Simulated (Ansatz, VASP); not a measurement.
**One calculation of TiB4, two programs**

```
CELL_PARAMETERS angstrom
3.74700 0.00000 0.00000
0.00000 3.74700 0.00000
0.00000 0.00000 3.74700
ATOMIC_POSITIONS crystal
Ti 0.00000 0.00000 0.00000
B 0.33706 0.33706 0.33706
B 0.66294 0.66294 0.33706
B 0.33706 0.66294 0.66294
B 0.66294 0.33706 0.66294
```

Change from the starting cell: species swapped into the SnI4 type (P-43m, No. 215).

Alike in both runs: functional PBE; k mesh 6 × 6 × 6; occupations gaussian, width 0.1 eV; no spin polarisation.

Ansatz relaxed the structure, and its values are those at the end. VASP's run is a single point on that final structure, the one shown.

|  | VASP | Ansatz |
| --- | --- | --- |
| version | VASP 6.6.1 | Ansatz 0.2.0 |
| potentials or method | VASP PAW PBE potentials, release 64 (Ti_sv, B) | scalar-relativistic, plane waves, PAW |
| plane-wave cutoff (eV) | 520 | 420 |
| valence electrons in the cell | 24 | 24 |

Ansatz gave:

| Quantity | Value |
| --- | --- |
| gap on the k mesh at the Fermi level (eV) | none |
| pressure (GPa) | 0.1 |
| rms of the force components (eV/Å) | 0.004 |

Problem. Estimate VASP's values.

Solution. gap on the k mesh at the Fermi level (eV): none; pressure (GPa): 0.1; rms of the force components (eV/Å): 0.005.

A gap of «none» marks a metal or a gap that the smearing closes. With one functional, cell and mesh, what is left measures potentials, basis and numerics.
